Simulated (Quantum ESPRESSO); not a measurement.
# E(M) of FeCo (Wairauite), part 2 of 2

Aim: the energy of FeCo (Wairauite) as a function of the total spin moment of its primitive cell.

Quantum ESPRESSO 7.5; PBE; plane waves with GBRV 1.5 PBE potentials, no spin-orbit coupling.

So far, absolute magnetization (μB): step 2 (No moment imposed) 4.86; step 4 (Kohn–Sham states 27, tot magnetization 0.617, fixed moment …) 0.704.

## (5) Moment fixed at 1.233 μB

The input, pw.py:

```python
from ase import Atoms
from ase.calculators.espresso import Espresso, EspressoProfile

atoms = Atoms(['Fe', 'Co'],
    cell=[[2.857, 0.0, 0.0],
         [0.0, 2.857, 0.0],
         [0.0, 0.0, 2.857]],
    scaled_positions=[[0.5, 0.5, 0.5],
         [0.0, 0.0, 0.0]],
    pbc=True,
    magmoms=[0.7193, 0.5138])
input_data = {
    'control': {'calculation': 'scf', 'prefix': 'pwscf', 'outdir': './tmp', 'disk_io': 'nowf', 'tprnfor': True, 'tstress': True},
    'system': {'ecutwfc': 40.0, 'ecutrho': 280.0, 'nbnd': 27, 'occupations': 'smearing', 'smearing': 'fd', 'degauss': 0.00999582, 'nspin': 2, 'tot_magnetization': 1.233},
    'electrons': {'conv_thr': 4e-09, 'electron_maxstep': 150, 'mixing_beta': 0.3},
}
atoms.calc = Espresso(
    profile=EspressoProfile(command='mpirun -n 2 pw.x -nk 2', pseudo_dir='pseudo'),
    pseudopotentials={'Co': 'co_pbe_v1.2.uspp.F.UPF', 'Fe': 'fe_pbe_v1.5.uspp.F.UPF'},
    input_data=input_data,
    kpts=(10, 10, 10),
    koffset=(0, 0, 0))
atoms.get_potential_energy()
energy = atoms.calc.results['free_energy']
print(f'free energy: {energy:.6f} eV')
print('site moments (muB):', atoms.get_magnetic_moments().round(3))
```

Command:

```bash
> OMP_NUM_THREADS=1 python3 pw.py > pw.log
```

The program printed:

```text
     [... lines left out ...]
free energy: -7466.455003 eV
site moments (muB): [0.698 0.608]
--- espresso.pwo ---
Program PWSCF v.7.5 starts
     [... lines left out ...]
     number of atoms/cell      =            2
     [... lines left out ...]
     number of electrons       =        33.00 (up:  17.12, down:  15.88)
     number of Kohn-Sham states=           27
     kinetic-energy cutoff     =      40.0000  Ry
     charge density cutoff     =     280.0000  Ry
     scf convergence threshold =      4.0E-09
     [... lines left out ...]
     48 Sym. Ops., with inversion, found
     [... lines left out ...]
     number of k points=    56  Fermi-Dirac smearing, width (Ry)=  0.0100
     [... lines left out ...]
     iteration # 33     ecut=    40.00 Ry     beta= 0.30
     [... lines left out ...]
     Magnetic moment per site  (integrated on atomic sphere of radius R)
     atom   1 (R=0.357)  charge= 14.3808  magn=  0.6976
     atom   2 (R=0.357)  charge= 15.5363  magn=  0.6081
     [... lines left out ...]
     the spin up/dw Fermi energies are    17.0340   17.4556 ev
!    total energy              =    -548.77436887 Ry
     estimated scf accuracy    <          1.7E-09 Ry
     smearing contrib. (-TS)   =      -0.02699527 Ry
     [... lines left out ...]
     total magnetization       =     1.23 Bohr mag/cell
     absolute magnetization    =     1.40 Bohr mag/cell
     convergence has been achieved in  33 iterations
     [... lines left out ...]
     Total force =     0.000000     Total SCF correction =     0.000000
     [... lines left out ...]
          total   stress  (Ry/bohr**3)                   (kbar)     P=     -180.86
     [... lines left out ...]
```

It took 38 s on 2 MPI ranks of Arm Neoverse V2, shared host; peak memory 0.26 GiB.

This step gave:

```yaml
magnetization: 1.233 μB
absolute_magnetization: 1.398 μB
half_the_difference_of_the_two_fermi_energies: -210.8 meV
largest_moment: 0.6976 μB
```

## (6) Moment fixed at 1.85 μB

Changes to pw.py since step 5:

```diff
@@ -10,6 +10,6 @@
     pbc=True,
-    magmoms=[0.7193, 0.5138])
+    magmoms=[1.0792, 0.7708])
 input_data = {
     'control': {'calculation': 'scf', 'prefix': 'pwscf', 'outdir': './tmp', 'disk_io': 'nowf', 'tprnfor': True, 'tstress': True},
-    'system': {'ecutwfc': 40.0, 'ecutrho': 280.0, 'nbnd': 27, 'occupations': 'smearing', 'smearing': 'fd', 'degauss': 0.00999582, 'nspin': 2, 'tot_magnetization': 1.233},
+    'system': {'ecutwfc': 40.0, 'ecutrho': 280.0, 'nbnd': 28, 'occupations': 'smearing', 'smearing': 'fd', 'degauss': 0.00999582, 'nspin': 2, 'tot_magnetization': 1.85},
     'electrons': {'conv_thr': 4e-09, 'electron_maxstep': 150, 'mixing_beta': 0.3},
```

Command:

```bash
> OMP_NUM_THREADS=1 python3 pw.py > pw.log
```

The program printed:

```text
     [... lines left out ...]
AssertionError: ((2, 0), 56)
(The script ended with an error from the calculator.)
--- espresso.pwo ---
Program PWSCF v.7.5 starts
     [... lines left out ...]
     number of atoms/cell      =            2
     [... lines left out ...]
     number of electrons       =        33.00 (up:  17.43, down:  15.57)
     number of Kohn-Sham states=           28
     kinetic-energy cutoff     =      40.0000  Ry
     charge density cutoff     =     280.0000  Ry
     scf convergence threshold =      4.0E-09
     [... lines left out ...]
     48 Sym. Ops., with inversion, found
     [... lines left out ...]
     number of k points=    56  Fermi-Dirac smearing, width (Ry)=  0.0100
     [... lines left out ...]
     iteration #150     ecut=    40.00 Ry     beta= 0.30
     [... lines left out ...]
     estimated scf accuracy    <       0.00005712 Ry
     total magnetization       =     1.85 Bohr mag/cell
     absolute magnetization    =     2.11 Bohr mag/cell
     [... lines left out ...]
     convergence NOT achieved after 150 iterations: stopping
[key lines of the parts left out:]
total energy              =    -548.78674702 Ry
```

It took 3.7 min on 2 MPI ranks; peak memory 0.26 GiB.

Residual by cycle:

cycle, log10 residual and a bar from the least value:
```
        1        2.5 ##############################
       15       -3.4 
       28       -2.9 ###
       42       -2.7 ####
       55       -2.6 ####
       69       -2.8 ###
       82       -3.3 
       96       -3.3 
      109       -2.7 ###
      123       -2.4 #####
      136       -2.8 ###
      150       -3.1 ##
```

The run stopped without converging, so none of its numbers is a property of the system.

After 150 cycles the residual stands at 7.8e-4, against 0.10 at cycle 76 and a least value of 3.9e-4.

## (7) All moments

The runs not shown differ in the target, the start and the number of states alone. The point at 4.57 μB is the free run, entered with slope zero.

The energy over the lowest by total spin moment:

```
total spin moment (μB a cell)  energy over the lowest (meV a cell)
                         0.00                                 1155
                         0.62                                 1119
                         1.23                                 1018
                         2.47                                  664
                         3.08                                  443
                         3.70                                  214
                         4.32                                 25.6
                         4.57                                    0
                         4.93                                 77.0
                         5.55                                  565
                         6.17                                 1488
```

dE/dM against total spin moment:

```
total spin moment (μB a cell)  dE/dM (meV/μB)
                         0.00          0.0843
                         0.62            -113
                         1.23            -211
                         2.47            -340
                         3.08            -371
                         3.70            -363
                         4.32            -191
                         4.57               0
                         4.93             444
                         5.55            1128
                         6.17            1863
```

Table of largest site moment by total spin moment:

```
total spin moment (μB a cell)  largest site moment (μB)
                         0.00                    1.5e-4
                         0.62                     0.383
                         1.23                     0.698
                         2.47                      1.73
                         3.08                      2.04
                         3.70                      2.37
                         4.32                      2.70
                         4.57                      2.83
                         4.93                      3.00
                         5.55                      3.22
                         6.17                      3.43
```

## (8) What came out

| Property | Result |
| --- | --- |
| moment of the free run | 4.57 μB a cell |
| energy at zero total moment | 1155 meV a cell over the lowest |
| ΔE/ΔM² from the lowest point to 4.93 and to 4.32 μB | 577 and 406 meV/μB² |

What this shows: At zero total moment the site moments vanish, so the 1155 meV a cell is the energy of forming them. The points show one minimum alone. No converged point was had at 1.85 μB. All runs start parallel; opposed orders may lie lower. Energies are free energies at an electronic temperature of 1580 K, which lowers moments and differences where the moments are itinerant.

[Logs and program files are shortened in this print: banners, set-up blocks, solver, clock and traceback lines can be left out without a mark of their own.]

[Logs are printed without paths, hosts, clocks, repeated set-up lines and the standing remarks that a program may print on its own settings, such as how far it seeks lower states.]

[Hosts, paths, dates, database ids (printed as entryN), source tags and the programs' standing remarks are cut or masked in the printed files.]

[Where a cell is said to come from a database of computed structures, the database is the Materials Project.]
